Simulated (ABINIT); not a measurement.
# Sn (Fd-3m) in ABINIT: further runs

Aim: see how the results for Sn move with the level of theory and the settings. Levels: LDA-VWN, PBEsol. Tasks: band structure.

All numbers are computed with ABINIT 10.8.3 (patched build); they aren't measurements. Logs are shortened: lines on timing, memory, paths and dates and some standing lists are left out, and cuts for length are marked. The log counts tension as positive stress, the text compression.

## (1) Starting point

Symmetry: Fd-3m, No. 227, cubic system. Conventional cell: a = 6.467 Å, b = 6.467 Å, c = 6.467 Å, α = 90.00°, β = 90.00°, γ = 90.00°. Sn (site symmetry -43m) has 4 Sn at 2.80 Å as nearest neighbours.

This isn't the form of Sn at room conditions, which is tetragonal (white tin).

## (2) Band structure, LDA-VWN

run.abi

```
# Datasets: ground state, then fixed potential
ndtset 2

# Pseudopotentials
pp_dirpath "./"
pseudos "Sn.LDA_PW-JTH.xml"

# Structure
acell 3*1.0
rprim
     0.0000000000     6.1101323590     6.1101323590
     6.1101323590     0.0000000000     6.1101323590
     6.1101323590     6.1101323590     0.0000000000
ntypat 1
znucl 50
natom 2
typat 1 1
xred
     0.7500000000     0.7500000000     0.7500000000
     0.5000000000     0.5000000000     0.5000000000

# Plane-wave basis
ecut 15.0
pawecutdg 30.0

# Exchange and correlation
ixc -1007

# Bands and occupations
occopt 3
tsmear 0.05 eV

# SCF cycle
nstep 100

# Output
iomode 3
prtwf 0
prteig 0
prtebands 0
enunit 1
prtden1 1

# Dataset 1
kptopt1 1
ngkpt1 7 7 7
nshiftk1 1
shiftk1 0.0 0.0 0.0
nband1 18
tolvrs1 1.0e-9

# Dataset 2: bands along G-X-W-K-G-L-U-W-L-K
iscf2 -2
getden2 1
nband2 22
nbdbuf2 2
tolwfr2 1.0e-12
kptopt2 -9
ndivsm2 5
prteig2 1
kptbounds2
     0.0000000000     0.0000000000     0.0000000000
     0.5000000000     0.0000000000     0.5000000000
     0.5000000000     0.2500000000     0.7500000000
     0.3750000000     0.3750000000     0.7500000000
     0.0000000000     0.0000000000     0.0000000000
     0.5000000000     0.5000000000     0.5000000000
     0.6250000000     0.2500000000     0.6250000000
     0.5000000000     0.2500000000     0.7500000000
     0.5000000000     0.5000000000     0.5000000000
     0.3750000000     0.3750000000     0.7500000000
```

Potentials or basis: JTH PAW LDA v2.0.

On the command line:

```bash
> abinit run.abi > log 2>&1
```

run.abo:

```text
.Version 10.8.3 of ABINIT
 DATASET    1 : space group Fd -3 m (#227); Bravais cF (face-center cubic)
================================================================================
 Values of the parameters that define the memory need for DATASET  1.
     intxc =       0    ionmov =       0      iscf =      17    lmnmax =      18
     lnmax =       6     mgfft =      32  mpssoang =       3    mqgrid =    3001
     natom =       2  nloc_mem =       2    nspden =       1   nspinor =       1
    nsppol =       1      nsym =      48    n1xccc =       1    ntypat =       1
    occopt =       3   xclevel =       1
       mpw =        1283          nfft =       32768          nkpt =          20
 PAW method is used; the additional fine FFT grid is defined by:
   mgfftf=        45    nfftf =     91125
================================================================================
================================================================================

 DATASET    2 : space group Fd -3 m (#227); Bravais cF (face-center cubic)
================================================================================
 Values of the parameters that define the memory need for DATASET  2.
     intxc =       0    ionmov =       0      iscf =      -2    lmnmax =      18
     lnmax =       6     mgfft =      32  mpssoang =       3    mqgrid =    3001
     natom =       2  nloc_mem =       2    nspden =       1   nspinor =       1
    nsppol =       1      nsym =      48    n1xccc =       1    ntypat =       1
    occopt =       3   xclevel =       1
       mpw =        1295          nfft =       32768          nkpt =          87
 PAW method is used; the additional fine FFT grid is defined by:
   mgfftf=        45    nfftf =     91125
================================================================================
================================================================================

--------------------------------------------------------------------------------
------------- Echo of variables that govern the present computation ------------
--------------------------------------------------------------------------------
 -outvars: echo values of preprocessed input variables --------
            acell      1.0000000000E+00  1.0000000000E+00  1.0000000000E+00 Bohr
              amu      1.18710000E+02
             ecut      1.50000000E+01 Hartree
           enunit           1
           getden1          0
           getden2          1
             iscf1         17
             iscf2         -2
                       outvar_i_n : Printing only first  50 k-points.
              ixc       -1007
           jdtset        1    2
                       outvar_i_n : Printing only first  50 k-points.
           kptopt1          1
           kptopt2         -9
         kptrlatt        7    0    0      0    7    0      0    0    7
          kptrlen1     6.04872243E+01
          kptrlen2     3.00000000E+01
            natom           2
            nband1         18
            nband2         22
           nbdbuf1          0
           nbdbuf2          2
           ndtset           2
           ndivsm1          0
           ndivsm2          5
            ngfft          32      32      32
          ngfftdg          45      45      45
             nkpt1         20
             nkpt2         87
            nstep         100
             nsym          48
           ntypat           1
           occopt           3
        pawecutdg      3.00000000E+01 Hartree
        prtebands           0
           prteig1          0
           prteig2          1
            prtwf           0
            rprim      0.0000000000E+00  6.1101323590E+00  6.1101323590E+00
                       6.1101323590E+00  0.0000000000E+00  6.1101323590E+00
                       6.1101323590E+00  6.1101323590E+00  0.0000000000E+00
           shiftk1     0.00000000E+00  0.00000000E+00  0.00000000E+00
           shiftk2     5.00000000E-01  5.00000000E-01  5.00000000E-01
          spgroup         227
           tolvrs1     1.00000000E-09
           tolvrs2     0.00000000E+00
[... 236 lines left out ...]
 Non-SCF case, kpt    1 (  0.00000  0.00000  0.00000), residuals and eigenvalues=
  2.16E-13  2.92E-13  5.79E-13  9.56E-13  4.80E-13  4.26E-13  6.11E-13  3.34E-13
  3.80E-13  1.16E-13  3.74E-13  1.73E-13  4.99E-13  3.95E-13  7.19E-13  9.14E-13
  9.79E-13  4.77E-13  7.12E-13  9.79E-13  1.41E-11  3.26E-13
 -6.3582E-01 -6.3582E-01 -6.3582E-01 -6.3358E-01 -6.3358E-01 -6.2169E-01
 -6.2169E-01 -6.2169E-01 -6.2137E-01 -6.2137E-01 -2.3733E-01  1.2799E-01
  1.6125E-01  1.6125E-01  1.6125E-01  2.3712E-01  2.3712E-01  2.3712E-01
  3.3612E-01  4.5511E-01  4.5511E-01  4.6304E-01
 Non-SCF case, kpt    2 (  0.03571  0.00000  0.03571), residuals and eigenvalues=
  8.19E-13  6.02E-13  4.46E-13  8.05E-13  4.15E-13  9.92E-13  4.97E-13  6.50E-13
  5.62E-13  4.60E-13  7.20E-13  7.57E-13  8.01E-13  5.85E-13  2.31E-13  4.06E-13
[... 671 lines left out ...]
  2.22E-13  5.35E-13  7.00E-13  4.40E-13  8.00E-13  9.77E-13  7.98E-13  6.85E-13
  7.88E-13  2.90E-13  9.10E-14  2.85E-13  3.35E-07  8.60E-05
 -6.3865E-01 -6.3778E-01 -6.3266E-01 -6.2878E-01 -6.2838E-01 -6.2785E-01
 -6.2671E-01 -6.2422E-01 -6.1875E-01 -6.1791E-01 -1.4313E-01 -9.8794E-02
  3.0659E-02  8.2778E-02  1.9852E-01  2.9608E-01  3.5385E-01  3.6750E-01
  4.0221E-01  4.4957E-01  5.4460E-01  5.6970E-01
 Non-SCF case, kpt   87 (  0.37500  0.37500  0.75000), residuals and eigenvalues=
  6.01E-13  8.37E-13  5.93E-13  9.45E-13  7.73E-13  1.81E-13  2.74E-13  4.63E-13
  1.52E-13  7.41E-13  5.93E-13  1.41E-13  1.51E-13  1.12E-13  9.55E-13  9.72E-13
  7.03E-13  9.64E-13  4.65E-13  1.30E-13  2.34E-07  1.73E-06
 -6.3862E-01 -6.3780E-01 -6.3259E-01 -6.2940E-01 -6.2805E-01 -6.2729E-01
 -6.2699E-01 -6.2427E-01 -6.1873E-01 -6.1793E-01 -1.3758E-01 -1.0466E-01
  3.1778E-02  7.9430E-02  1.9602E-01  2.8023E-01  3.6788E-01  3.7900E-01
  4.0628E-01  4.5550E-01  5.5589E-01  5.7446E-01

--- !ResultsGS
iteration_state: {dtset: 2, }
comment   : Summary of ground state results
lattice_vectors:
- [  0.0000000,   6.1101324,   6.1101324, ]
- [  6.1101324,   0.0000000,   6.1101324, ]
- [  6.1101324,   6.1101324,   0.0000000, ]
lattice_lengths: [   8.64103,    8.64103,    8.64103, ]
lattice_angles: [ 60.000,  60.000,  60.000, ] # degrees, (23, 13, 12)
lattice_volume:   4.5622791E+02
convergence: {deltae:  0.000E+00, res2:  0.000E+00, residm:  9.971E-13, diffor:  0.000E+00, }
etotal    :  -1.39741872E+02
entropy   :   0.00000000E+00
fermie    :   1.53663661E-01
cartesian_stress_tensor: null
pressure_GPa: null
xred      :
- [  7.5000E-01,   7.5000E-01,   7.5000E-01, Sn]
- [  5.0000E-01,   5.0000E-01,   5.0000E-01, Sn]
cartesian_forces: null
force_length_stats: {min: null, max: null, mean: null, }
...

 Integrated electronic density in atomic spheres:
 ------------------------------------------------
 Atom  Sphere_radius  Integrated_density
    1        2.51086         12.01730777
    2        2.51086         12.05944418

================================================================================

 ----iterations are completed or convergence reached----

 Mean square residual over all n,k,spin=   51.066E-14; max=  99.706E-14
 reduced coordinates (array xred) for    2 atoms
       0.750000000000      0.750000000000      0.750000000000
       0.500000000000      0.500000000000      0.500000000000

 cartesian coordinates (angstrom) at end:
    1      4.85001419668538     4.85001419668538     4.85001419668538
    2      3.23334279779025     3.23334279779025     3.23334279779025
 length scales=  1.000000000000  1.000000000000  1.000000000000 bohr
              =  0.529177210544  0.529177210544  0.529177210544 angstroms
 Eigenvalues (   eV  ) for nkpt=  87  k points:
 kpt#   1, nband= 22, wtk=  1.00000, kpt=  0.0000  0.0000  0.0000 (reduced coord)
 -17.30164  -17.30164  -17.30164  -17.24064  -17.24064  -16.91704  -16.91704  -16.91704
 -16.90837  -16.90837   -6.45819    3.48274    4.38793    4.38793    4.38793    6.45230
   6.45230    6.45230    9.14632   12.38420   12.38420   12.60003
 kpt#   2, nband= 22, wtk=  1.00000, kpt=  0.0357  0.0000  0.0357 (reduced coord)
 -17.30289  -17.30243  -17.30243  -17.23957  -17.23736  -16.92789  -16.91593  -16.91593
 -16.90939  -16.90000   -6.44148    3.21504    4.30105    4.30105    4.64828    6.39153
   6.55947    6.55947    9.24591   11.85008   12.39834   12.63333
 kpt#   3, nband= 22, wtk=  1.00000, kpt=  0.0714  0.0000  0.0714 (reduced coord)
 -17.30581  -17.30477  -17.30477  -17.23639  -17.22850  -16.94434  -16.91270  -16.91270
 -16.91245  -16.89098   -6.39140    2.72600    4.08246    4.08246    5.11082    6.23295
   6.83865    6.83865    9.52061   11.23320   12.44152   12.73334
 kpt#   4, nband= 22, wtk=  1.00000, kpt=  0.1071  0.0000  0.1071 (reduced coord)
 -17.30883  -17.30844  -17.30844  -17.23120  -17.21546  -16.96307  -16.91754  -16.90765
 -16.90765  -16.88456   -6.30808    2.19477    3.80116    3.80116    5.58172    6.02259
   7.22018    7.22018    9.92327   10.67644   12.51159   12.90027
 kpt#   5, nband= 22, wtk=  1.00000, kpt=  0.1429  0.0000  0.1429 (reduced coord)
[... 317 lines left out ...]
 -16.84121  -16.81928   -4.26917   -2.34508    1.04694    2.50034    5.56285    8.24219
   9.16885    9.29468   11.20364   12.27295   13.40746   15.31296
 kpt#  85, nband= 22, wtk=  1.00000, kpt=  0.4028  0.4028  0.6944 (reduced coord)
 -17.37748  -17.35383  -17.21957  -17.11233  -17.10721  -17.08454  -17.04152  -16.98294
 -16.83873  -16.81575   -4.08498   -2.50180    0.89130    2.36703    5.48453    8.40377
   9.20196    9.60093   11.03879   12.20798   14.12153   15.46533
 kpt#  86, nband= 22, wtk=  1.00000, kpt=  0.3889  0.3889  0.7222 (reduced coord)
 -17.37846  -17.35496  -17.21545  -17.10997  -17.09904  -17.08454  -17.05360  -16.98587
 -16.83712  -16.81421   -3.89466   -2.68832    0.83427    2.25251    5.40195    8.05666
   9.62867   10.00026   10.94478   12.23348   14.81942   15.50235
 kpt#  87, nband= 22, wtk=  1.00000, kpt=  0.3750  0.3750  0.7500 (reduced coord)
 -17.37775  -17.35531  -17.21375  -17.12689  -17.09005  -17.06931  -17.06136  -16.98726
 -16.83647  -16.81461   -3.74372   -2.84787    0.86474    2.16139    5.33390    7.62532
  10.01046   10.31315   11.05541   12.39491   15.12645   15.63187

== END DATASET(S) ==============================================================
================================================================================

 -outvars: echo values of variables after computation  --------
            acell      1.0000000000E+00  1.0000000000E+00  1.0000000000E+00 Bohr
           etotal1    -1.3974187158E+02
            fcart1    -2.2034262639E-29  1.4322270715E-28 -5.5085656598E-29
                       2.2034262639E-29 -1.4322270715E-28  5.5085656598E-29
            rprim      0.0000000000E+00  6.1101323590E+00  6.1101323590E+00
                       6.1101323590E+00  0.0000000000E+00  6.1101323590E+00
                       6.1101323590E+00  6.1101323590E+00  0.0000000000E+00
           strten1    -7.2786379228E-07 -7.2786379227E-07 -7.2786379228E-07
                       0.0000000000E+00  0.0000000000E+00  0.0000000000E+00
           xangst      4.8500141967E+00  4.8500141967E+00  4.8500141967E+00
                       3.2333427978E+00  3.2333427978E+00  3.2333427978E+00
             xred      7.5000000000E-01  7.5000000000E-01  7.5000000000E-01
                       5.0000000000E-01  5.0000000000E-01  5.0000000000E-01
 Calculation completed.
```

It took 58 s on 1 thread of Arm Neoverse V1, shared host; peak memory 0.12 GiB.

Results:

```yaml
Free_energy: -3802.5700 eV
Band_gap_on_the_k_mesh: none (metal or under the smearing width)
Valence_electrons_inside_the_program's_atomic_spheres: Sn 12.02, 12.06 (radii [1.3287] Å)
```

Levels at the corners of the path, in eV from the Fermi level:
```csv
point,band 11,band 12,band 13,band 14,band 15,band 16,band 17,band 18
Γ,-10.64,-0.70,0.21,0.21,0.21,2.27,2.27,2.27
X,-7.52,-7.52,-2.38,-2.38,0.87,0.87,7.83,7.83
W,-7.46,-7.46,-2.98,-2.98,3.50,3.50,4.13,4.13
K,-7.93,-7.03,-3.32,-2.02,1.15,3.44,5.83,6.13
Γ,-10.64,-0.70,0.21,0.21,0.21,2.27,2.27,2.27
L,-9.00,-6.29,-1.02,-1.02,0.00,3.36,3.36,5.65
U,-7.93,-7.03,-3.32,-2.02,1.15,3.44,5.83,6.13
W,-7.46,-7.46,-2.98,-2.98,3.50,3.50,4.13,4.13
L,-9.00,-6.29,-1.02,-1.02,0.00,3.36,3.36,5.65
K,-7.93,-7.03,-3.32,-2.02,1.15,3.44,5.83,6.13
```

Caveat: the cutoff is too short for stress, so the log's stress isn't used; spin-orbit coupling is left out, which moves the levels of the heavy elements.

(Part 1 of 2 ends here.)
